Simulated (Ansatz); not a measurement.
# AlN (P6_3mc) in Ansatz: a series of runs

Runs on AlN. Level: PBEsol. Tasks: relaxation of cell and atoms.

Program: Ansatz 0.2.0. These are calculated values, not measurements. Logs are shortened: lines on timing, memory, paths and dates and some standing lists are left out, and cuts for length are marked.

## Step 1: The structure

It takes space group P6_3mc (No. 186, hexagonal). The conventional cell has a = 3.113 Å, b = 3.113 Å, c = 4.981 Å, α = 90.00°, β = 90.00°, γ = 120.00°. Al (site symmetry 3m) has 4 N at 1.89 Å as nearest neighbours. Around N (site symmetry 3m) lie 4 Al at 1.89 Å.

## Step 2: Relaxation of cell and atoms, PBEsol

File input.yaml:

```yaml
crystal:
  lattice:
    - [3.113, 0.0, 0.0]
    - [-1.5565, 2.695937082, 0.0]
    - [0.0, 0.0, 4.981]
  atoms:
    - { symbol: Al, position: [0.6666666667, 0.3333333333, 0.5] }
    - { symbol: Al, position: [0.3333333333, 0.6666666667, 0.0] }
    - { symbol: "N", position: [0.6666666667, 0.3333333333, 0.88] }
    - { symbol: "N", position: [0.3333333333, 0.6666666667, 0.38] }
kpoints:
  mp_grid: { grid: [10, 10, 6] }
scf:
  occupations: { method: fermi_dirac, width: 0.05 }
hamiltonian:
  xc: pbesol
  pseudopotentials: { kind: all_electron, lapw: { basis_error: 0.002 } }
output:
  forces: true
  stress: true
relax:
  f_tol: 0.02
  max_steps: 60
  cell: {}
```

Potentials or basis: all-electron LAPW, scalar-relativistic.

Run with:

```bash
> ansatz run input.yaml --threads 2 --pin off --max-ram 8192MiB --backend cpu --events-out ev --progress --plain --runs-dir out
```

Log:

```text
Warning: RAYON_NUM_THREADS=2 ignored (pool sized by the plan → 2); use --threads N
The last accepted step is kept in <dir> (removed where the run ends without a failure and the disk answers)
LAPW: plane waves up to 9.851 Å⁻¹, error target 2.0e-3 eV per atom; small_component_spin mean_spin; N in spheres of 0.878 Å, 7 of its electrons in bands, Dirac shells []; Al in spheres of 0.958 Å, 11 of its electrons in bands, Dirac shells [] (how accurate: hamiltonian.pseudopotentials.lapw.basis_error, Limitations)
Engine: ansatz 0.2.0, x86_64-unknown-linux-gnu
Pseudopotentials: kind: all_electron
Pseudopotential: Al, LAPW, valence charge 11, lapw/all_electron/scalar/gaussian/Al, Koelling and Harmon's equation, gaussian nucleus
Pseudopotential: N, LAPW, valence charge 7, lapw/all_electron/scalar/gaussian/N, Koelling and Harmon's equation, gaussian nucleus
Functional definition: PBEsol
  exchange = pbesol_x
  correlation = pbesol_c
Crystal: 4 atoms, lattice volume = 41.803 Å³
Basis set: ecut = 369.7012565276968 eV, 687 PW (Γ), exchange–correlation at level 2
Bands: 22, of which v1, the nominal top of the filled ones, is band 18 counted from 1 (17 counted from 0)
Symmetry: 12 space group operations
Space group: P63mc (ITA 186), of the structure as read, at distance tolerance 3.5e-5 Å
k-points: 56 of 600 (time reversal used)
Non-local potential: Al, projectors of the file, none
Non-local potential: N, projectors of the file, none
Initial density: superposition of atomic densities (chi_scale 0.1, normalization cell, long waves kept (reshape's long-wave potential 0.00 eV rms))
Initial wavefunctions: plane waves of lowest kinetic energy (no species holds an atomic orbital)
Functional: x = pbesol(κ = 0.804, μ = 0.12345679012345678), c = pbesol(β = 0.046)
iter 1 solved again at ethr=3.10e-2 eV; its pass at ethr=1.00e-1 eV (dr2=1.12e1 eV) is discarded
SCF iter   1: F=—  HF=-16168.875336 eV  |F-HF|=—  |Δ(HF+E_count)|=         —  Δρ=1.49e-1  dr2=1.12e1  ethr=3.10e-2  ⟨swp⟩=2.0  Hψ=8479  notcnv=0
preconditioner: auto → Resta (q_TF=auto, 2.661 Å⁻¹)  ε∞=3.5  [insulator: Δε(μ)=5.884 eV  Ē_g=14.563 eV  σ=0.050 eV  W_gap=1.00  n_scr=22 (ndim 8)  ℏωp=23.0 eV  f_vac=0.000  D(μ)=0.00/eV (n_scr^D=0)  ε∞_Penn≈3.5]
iter 2 solved again at ethr=1.26e-3 eV; its pass at ethr=3.10e-2 eV (dr2=4.52e-1 eV) is discarded
SCF iter   2: F=—  HF=-16164.400555 eV  |F-HF|=—  |Δ(HF+E_count)|=    4.47e0  Δρ=3.53e-2  dr2=4.51e-1  ethr=1.26e-3  ⟨swp⟩=2.1  Hψ=6587  notcnv=0  defer=1
SCF iter   3: F=—  HF=-16164.313650 eV  |F-HF|=—  |Δ(HF+E_count)|=         —  Δρ=2.58e-2  dr2=3.22e-1  ethr=1.25e-3  ⟨swp⟩=2.0  Hψ=3737  notcnv=0
the basis was enlarged: its passes take 258.0 KiB over the memory plan, 2 of 2 planned eigensolver slots
SCF iter   4: F=—  HF=-16164.269348 eV  |F-HF|=—  |Δ(HF+E_count)|=   4.43e-2  Δρ=9.13e-3  dr2=3.34e-2  ethr=8.95e-4  ⟨swp⟩=2.0  Hψ=3639  notcnv=0
SCF iter   5: F=—  HF=-16164.262580 eV  |F-HF|=—  |Δ(HF+E_count)|=   6.77e-3  Δρ=2.05e-3  dr2=1.83e-3  ethr=9.29e-5  ⟨swp⟩=2.0  Hψ=3516  notcnv=0
SCF iter   6: F=—  HF=-16164.262460 eV  |F-HF|=—  |Δ(HF+E_count)|=   1.20e-4  Δρ=3.70e-4  dr2=7.90e-5  ethr=5.08e-6  ⟨swp⟩=2.0  Hψ=3516  notcnv=0
SCF iter   7: F=—  HF=-16164.262469 eV  |F-HF|=—  |Δ(HF+E_count)|=   9.11e-6  Δρ=2.37e-5  dr2=2.42e-7  ethr=2.19e-7  ⟨swp⟩=3.0  Hψ=3724  notcnv=0
SCF iter   8: F=-16164.262469 eV  HF=-16164.262469 eV  |F-HF|=1.11e-10  |Δ(HF+E_count)|=   9.41e-9  Δρ=5.18e-6  dr2=9.82e-9  ethr=6.72e-10  ⟨swp⟩=3.0  Hψ=3935  notcnv=0
SCF 1 converged in 8 iterations: F = -16164.262469 eV  dr2 = 9.82e-9
relax step   1: F+E_penalty+E_count = -16164.26246929 eV  Δ(F+E_penalty+E_count) = +0.000e0 eV  max|allowed force component| = 1.300e-1 eV/Å  Δτ_max = 0.0000 Å  P = +0.111 GPa  Ω = 41.803 Å³  (8 SCF iters, accepted)
Crystal: 4 atoms, lattice volume = 41.812 Å³
Basis set: ecut = 369.6447556732795 eV, 687 PW (Γ), exchange–correlation at level 2
Initial density: handed on by an earlier stage of this run
Initial wavefunctions: those handed on with the density
iter 1 solved again at ethr=4.76e-8 eV; its pass at ethr=1.00e-1 eV (dr2=1.72e-5 eV) is discarded
SCF iter   1: F=—  HF=-16164.263090 eV  |F-HF|=—  |Δ(HF+E_count)|=         —  Δρ=3.19e-4  dr2=4.32e-5  ethr=4.76e-8  ⟨swp⟩=4.9  Hψ=7358  notcnv=0
preconditioner: auto → Resta (q_TF=auto, 2.661 Å⁻¹)  ε∞=4.1  [insulator: Δε(μ)=4.132 eV  Ē_g=13.024 eV  σ=0.050 eV  W_gap=1.00  n_scr=22 (ndim 8)  ℏωp=23.0 eV  f_vac=0.000  D(μ)=0.00/eV (n_scr^D=0)  ε∞_Penn≈4.1]
SCF iter   2: F=—  HF=-16164.263074 eV  |F-HF|=—  |Δ(HF+E_count)|=   1.58e-5  Δρ=1.69e-4  dr2=1.22e-5  ethr=4.76e-8  ⟨swp⟩=3.0  Hψ=3767  notcnv=0
iter 3 solved again at ethr=9.70e-10 eV; its pass at ethr=3.39e-8 eV (dr2=3.49e-7 eV) is discarded
SCF iter   3: F=—  HF=-16164.263069 eV  |F-HF|=—  |Δ(HF+E_count)|=   4.71e-6  Δρ=3.01e-5  dr2=3.50e-7  ethr=9.70e-10  ⟨swp⟩=2.0  Hψ=6322  notcnv=0
SCF iter   4: F=—  HF=-16164.263069 eV  |F-HF|=—  |Δ(HF+E_count)|=   4.62e-8  Δρ=1.25e-5  dr2=5.90e-8  ethr=9.70e-10  ⟨swp⟩=3.0  Hψ=3784  notcnv=0
SCF iter   5: F=-16164.263069 eV  HF=-16164.263069 eV  |F-HF|=6.33e-10  |Δ(HF+E_count)|=   3.59e-8  Δρ=2.38e-6  dr2=1.64e-9  ethr=1.64e-10  ⟨swp⟩=3.0  Hψ=3767  notcnv=0
SCF 2 converged in 5 iterations: F = -16164.263069 eV  dr2 = 1.64e-9
relax step   2: F+E_penalty+E_count = -16164.26306895 eV  Δ(F+E_penalty+E_count) = -5.997e-4 eV  max|allowed force component| = 9.533e-2 eV/Å  Δτ_max = 0.0012 Å  P = +0.053 GPa  Ω = 41.812 Å³  (5 SCF iters, accepted)
Crystal: 4 atoms, lattice volume = 41.802 Å³
Basis set: ecut = 369.7072545725422 eV, 687 PW (Γ), exchange–correlation at level 2
iter 1 solved again at ethr=8.14e-7 eV; its pass at ethr=1.00e-1 eV (dr2=2.93e-4 eV) is discarded
SCF iter   1: F=—  HF=-16164.263922 eV  |F-HF|=—  |Δ(HF+E_count)|=         —  Δρ=8.76e-4  dr2=3.25e-4  ethr=8.14e-7  ⟨swp⟩=4.1  Hψ=7238  notcnv=0
preconditioner: auto → Resta (q_TF=auto, 2.661 Å⁻¹)  ε∞=4.1  [insulator: Δε(μ)=4.110 eV  Ē_g=13.027 eV  σ=0.050 eV  W_gap=1.00  n_scr=22 (ndim 8)  ℏωp=23.0 eV  f_vac=0.000  D(μ)=0.00/eV (n_scr^D=0)  ε∞_Penn≈4.1]
SCF iter   2: F=—  HF=-16164.263810 eV  |F-HF|=—  |Δ(HF+E_count)|=   1.12e-4  Δρ=4.71e-4  dr2=9.41e-5  ethr=8.14e-7  ⟨swp⟩=2.0  Hψ=3516  notcnv=0
iter 3 solved again at ethr=5.29e-9 eV; its pass at ethr=2.61e-7 eV (dr2=1.90e-6 eV) is discarded
SCF iter   3: F=—  HF=-16164.263775 eV  |F-HF|=—  |Δ(HF+E_count)|=   3.53e-5  Δρ=7.28e-5  dr2=1.91e-6  ethr=5.29e-9  ⟨swp⟩=2.0  Hψ=6330  notcnv=0
SCF iter   4: F=-16164.263774 eV  HF=-16164.263774 eV  |F-HF|=1.55e-8  |Δ(HF+E_count)|=   1.99e-7  Δρ=9.69e-6  dr2=3.30e-8  ethr=5.29e-9  ⟨swp⟩=2.1  Hψ=3520  notcnv=0
SCF 3 converged in 4 iterations: F = -16164.263774 eV  dr2 = 3.30e-8
relax step   3: F+E_penalty+E_count = -16164.26377442 eV  Δ(F+E_penalty+E_count) = -7.055e-4 eV  max|allowed force component| = 1.855e-3 eV/Å  Δτ_max = 0.0036 Å  P = +0.078 GPa  Ω = 41.802 Å³  (4 SCF iters, accepted)
Crystal: 4 atoms, lattice volume = 41.818 Å³
Basis set: ecut = 369.6124226708489 eV, 687 PW (Γ), exchange–correlation at level 2
iter 1 solved again at ethr=1.57e-9 eV; its pass at ethr=1.00e-1 eV (dr2=5.67e-7 eV) is discarded
SCF iter   1: F=—  HF=-16164.263779 eV  |F-HF|=—  |Δ(HF+E_count)|=         —  Δρ=3.25e-5  dr2=5.08e-7  ethr=1.57e-9  ⟨swp⟩=4.3  Hψ=7093  notcnv=0
preconditioner: auto → Resta (q_TF=auto, 2.661 Å⁻¹)  ε∞=4.1  [insulator: Δε(μ)=4.111 eV  Ē_g=13.025 eV  σ=0.050 eV  W_gap=1.00  n_scr=22 (ndim 8)  ℏωp=23.0 eV  f_vac=0.000  D(μ)=0.00/eV (n_scr^D=0)  ε∞_Penn≈4.1]
SCF iter   2: F=-16164.263778 eV  HF=-16164.263778 eV  |F-HF|=2.28e-8  |Δ(HF+E_count)|=   6.38e-7  Δρ=1.33e-5  dr2=8.31e-8  ethr=1.41e-9  ⟨swp⟩=3.0  Hψ=3715  notcnv=0
SCF 4 converged in 2 iterations: F = -16164.263778 eV  dr2 = 8.31e-8
relax step   4: F+E_penalty+E_count = -16164.26377836 eV  Δ(F+E_penalty+E_count) = -3.946e-6 eV  max|allowed force component| = 1.429e-4 eV/Å  Δτ_max = 0.0001 Å  P = -0.002 GPa  Ω = 41.818 Å³  (2 SCF iters, accepted)
iter 1 solved again at ethr=2.30e-10 eV; its pass at ethr=1.00e-1 eV (dr2=8.28e-8 eV) is discarded
SCF iter   1: F=—  HF=-16164.263781 eV  |F-HF|=—  |Δ(HF+E_count)|=         —  Δρ=1.33e-5  dr2=8.28e-8  ethr=2.30e-10  ⟨swp⟩=3.1  Hψ=5591  notcnv=0
SCF iter   2: F=-16164.263780 eV  HF=-16164.263780 eV  |F-HF|=5.17e-9  |Δ(HF+E_count)|=   4.32e-7  Δρ=8.39e-6  dr2=3.38e-8  ethr=2.30e-10  ⟨swp⟩=2.0  Hψ=3516  notcnv=0
SCF 5 converged in 2 iterations: F = -16164.263780 eV  dr2 = 3.38e-8
relax step   5: F+E_penalty+E_count = -16164.26378047 eV  Δ(F+E_penalty+E_count) = -2.111e-6 eV  max|allowed force component| = 6.004e-5 eV/Å  Δτ_max = 0.0000 Å  P = -0.002 GPa  Ω = 41.818 Å³  stress off target by 4.31e-3 GPa  SCF on the basis re-selected at this cell (its energy is not comparable with the rows above)  (2 SCF iters)
basis re-selected at this cell: Δ(F+E_penalty+E_count) = -2.111e-6 eV, ΔP = +0.001 GPa vs the last step (what re-selecting the basis moved, after the strain that the cell walked since its last selection, with what the two solves' SCF thresholds leave and, on support functions, any second-order correction that the steps lacked; it is no measure of the basis error at this ecutwfc). This SCF's stress stands 4.31e-3 GPa from its target on what of the cell is left free (relax.cell.stress_tol is 5.00e-2 GPa) and its largest allowed force component is 6.00e-5 eV/Å (relax.f_tol is 2.00e-2 eV/Å): within both
SCF converged after 2 iterations
Free energy (F): -16164.263780 eV
Harris-Foulkes:  -16164.263780 eV  (|F-HF|=5.17e-9)
Internal energy: -16164.263780 eV  (E = F + TS)
E sigma→0 (E₀):  -16164.263780 eV
Fermi energy:    10.662907 eV
--- Per-component energies (eV) ---
  E_band       = -2406.927477
  E_kinetic    = 16178.731011
  E_xc         = -1356.121023
  E_electrostatic = -30986.873768  (all electrons and nuclei)
  E_smearing   = -0.000000  (= −TS)
  E_closure    = 0.000000  (closes the sum)
  E_atoms      = -16132.961984  (free atoms, spherical and without spin; not in F)
  Σ components = -16164.263780   (vs F -16164.263780, Δ=0.00e0)
  Basis errors (estimates in eV, not in F): energy 9.7e-4 per atom: plane waves 8.9e-4 (5.6e-4 summed), levels above the bands 1.5e-54, relativity 6.7e-9, radial functions 8.7e-5, core shells 1.2e-11; eigenvalues (radial functions only) 7.8e-6; not estimated: angular momenta, meshes, grids; target (lapw.basis_error) 2.0e-3; muffin-tin radii N 0.878 Å, Al 0.958 Å
--- Forces (eV/Å), atoms counted from 1 ---
  atom   1  Al    -0.00000000     0.00000000    -0.00000678
  atom   2  Al    -0.00000000    -0.00000000    -0.00000678
  atom   3  N      0.00000000     0.00000000     0.00011331
  atom   4  N     -0.00000000    -0.00000000     0.00011331
  max |Σ_I F_I| component: 2.13e-4 eV/Å
--- Stress (GPa, compression-positive) ---
       -0.004306      -0.000000      -0.000000
        0.000000      -0.004306      -0.000000
        0.000000      -0.000000       0.003636
  P = ⅓ Tr σ = -0.0017 GPa (-0.017 kbar)
--- Relaxed structure (4 steps of the walk, 4 accepted, 1 SCFs on fresh bases) ---
  F+E_penalty+E_count = -16164.26378047 eV   max|allowed force component| = 6.004e-5 eV/Å   (the final SCF, on the basis selected at the relaxed cell)
  cell:  # Å, volume = 41.8179 Å³
    - [3.1130802435432945, -2.9696072379154843e-21, 5.038538712183793e-34]
    - [-1.5565401217716472, 2.6960065749279405, -1.8335761025243616e-34]
    - [8.061985648987742e-34, 1.2668834591266452e-34, 4.982538960341699]
  atoms:
    - { symbol: Al, position: [0.6666666666666666, 0.3333333333333333, 0.49901110280899635] }
    - { symbol: Al, position: [0.3333333333333333, 0.6666666666666666, -0.0009888971910037429] }
    - { symbol: N, position: [0.6666666666666666, 0.3333333333333333, 0.8809888971910039] }
    - { symbol: N, position: [0.3333333333333333, 0.6666666666666666, 0.38098889719100376] }
```

It took 41 s on 2 threads of Intel Xeon Platinum 8259CL at 2.50GHz (Skylake/Cascade Lake), shared host; peak memory 0.44 GiB.

What came out:

```
Free energy                            : -16164.2638 eV
Relaxed volume                         : 10.45 Å³/atom
Relaxed cell                           : a = 3.113 Å, b = 3.113 Å, c = 4.983 Å, α = 90.00°, β = 90.00°, γ = 120.00°
Space group after relaxing (to 0.05 Å) : P6_3mc (No. 186)
Energy gained by relaxing              : 0.3 meV/atom
Ionic steps                            : 5
Pressure after relaxing                : 0.0 GPa
Band gap on the k mesh                 : 4.11 eV
```

Step by step:
| step | energy change (eV) | largest force (eV/Å) | volume (Å³) |
| --- | --- | --- | --- |
| 1 | 0.0000 | 0.1300 | 41.80 |
| 2 | -0.0006 | 0.0953 | 41.81 |
| 3 | -0.0013 | 0.0019 | 41.80 |
| 4 | -0.0013 | 0.0002 | 41.82 |
| 5 | -0.0013 | 0.0001 | 41.82 |

Final structure:
```
Al N
1.0
     3.11308    0.00000    0.00000
    -1.55654    2.69601    0.00000
     0.00000    0.00000    4.98254
Al N
2 2
Direct
  0.66667 0.33333 0.49901
  0.33333 0.66667 0.99901
  0.66667 0.33333 0.88099
  0.33333 0.66667 0.38099
```

## Step 3: Relaxation of cell and atoms, PBEsol, target pressure 5 GPa, at which the enthalpy is minimised

Changes to input.yaml since step 2:

```diff
@@ -23,2 +23,2 @@
   max_steps: 60
-  cell: {}
+  cell: { p_target: 5 }
```

Potentials or basis: all-electron LAPW, scalar-relativistic.

Run with:

```bash
> ansatz run input.yaml --threads 2 --pin off --max-ram 8192MiB --backend cpu --events-out ev --progress --plain --runs-dir out
```

Run time: 54 s. Hardware: 2 threads of Intel Xeon Platinum 8259CL at 2.50GHz (Skylake/Cascade Lake), shared host; peak memory 0.44 GiB.

Results (log left out):

* Free energy: -16164.2487 eV
* Relaxed volume: 10.21 Å³/atom
* Relaxed cell: a = 3.090 Å, b = 3.090 Å, c = 4.937 Å, α = 90.00°, β = 90.00°, γ = 120.00°
* Space group after relaxing (to 0.05 Å): P6_3mc (No. 186)
* Energy change on relaxing (the enthalpy is what falls): +3.4 meV/atom
* Ionic steps: 6
* Pressure after relaxing: 5.0 GPa
* Band gap on the k mesh: 4.31 eV

Step by step:
```tsv
step	energy change (eV)	largest force (eV/Å)	volume (Å³)
1	0.0000	0.1300	41.80
2	0.0036	0.1003	41.30
3	0.0147	0.0319	40.81
4	0.0144	0.0207	40.81
5	0.0138	0.0015	40.83
6	0.0138	0.0014	40.83
```

Final structure:
```xyz
4
Lattice="3.0902 0.0000 0.0000 -1.5451 2.6762 0.0000 0.0000 0.0000 4.9372" Properties=species:S:1:pos:R:3 pbc="T T T"
Al    1.5451    0.8921    2.4625
Al    0.0000    1.7841   -0.0061
N     1.5451    0.8921    4.3508
N     0.0000    1.7841    1.8822
```

A k mesh can miss the band edges.

## Step 4: Relaxation of cell and atoms, PBEsol, target pressure 10 GPa, at which the enthalpy is minimised

Changes to input.yaml since step 3:

```diff
@@ -23,2 +23,2 @@
   max_steps: 60
-  cell: { p_target: 5 }
+  cell: { p_target: 10 }
```

Run with:

```bash
> ansatz run input.yaml --threads 2 --pin off --max-ram 8192MiB --backend cpu --events-out ev --progress --plain --runs-dir out
```

Run time: 56 s. Hardware: 2 threads of Intel Xeon Platinum 8259CL at 2.50GHz (Skylake/Cascade Lake), shared host; peak memory 0.4 GiB.

It converged, with:

* Free energy: -16164.2075 eV
* Relaxed volume: 9.99 Å³/atom
* Relaxed cell: a = 3.070 Å, b = 3.070 Å, c = 4.895 Å, α = 90.00°, β = 90.00°, γ = 120.00°
* Space group after relaxing (to 0.05 Å): P6_3mc (No. 186)
* Energy change on relaxing (the enthalpy is what falls): +13.7 meV/atom
* Ionic steps: 6
* Pressure after relaxing: 10.0 GPa
* Band gap on the k mesh: 4.49 eV

The path:
```csv
step,energy change (eV),largest force (eV/Å),volume (Å³)
1,0.0000,0.1300,41.80
2,0.0161,0.1061,40.78
3,0.0587,0.0389,39.89
4,0.0553,0.0248,39.94
5,0.0550,0.0001,39.95
6,0.0550,0.0002,39.95
```

Final structure:
```
Al N
1.0
     3.06967    0.00000    0.00000
    -1.53483    2.65841    0.00000
     0.00000    0.00000    4.89509
Al N
2 2
Direct
  0.66667 0.33333 0.49848
  0.33333 0.66667 0.99848
  0.66667 0.33333 0.88152
  0.33333 0.66667 0.38152
```

[end of part 1 of 2]
